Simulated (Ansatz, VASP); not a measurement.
Re in VASP and in Ansatz

```
Re
1.0
     0.00000    1.93048    1.93048
     1.93048    0.00000    1.93048
     1.93048    1.93048    0.00000
Re
1
Direct
  0.00000 0.00000 0.00000
```

This isn't the form of Re at room conditions, which is hcp.

Alike in both runs: task single point; functional LDA; k mesh 18 × 18 × 18; occupations fermi-dirac, width 0.08 eV; no spin polarisation.

```csv
,VASP,Ansatz
version,VASP 6.6.1,Ansatz 0.2.0
potentials or method,"VASP PAW LDA potentials, release 64 (Re), cutoff 520 eV","all-electron LAPW, scalar-relativistic"
```

|  | VASP | Ansatz | Ansatz less VASP |
| --- | --- | --- | --- |
| pressure (GPa) | 1.4 | 0.0 | -1.42 |

Ansatz ran all-electron here, so the differences hold the error of VASP's frozen core and of both bases. Ansatz warned: «optics_on_partly_filled_bands».

The runs have no spin-orbit coupling, so splittings on Re are missing.
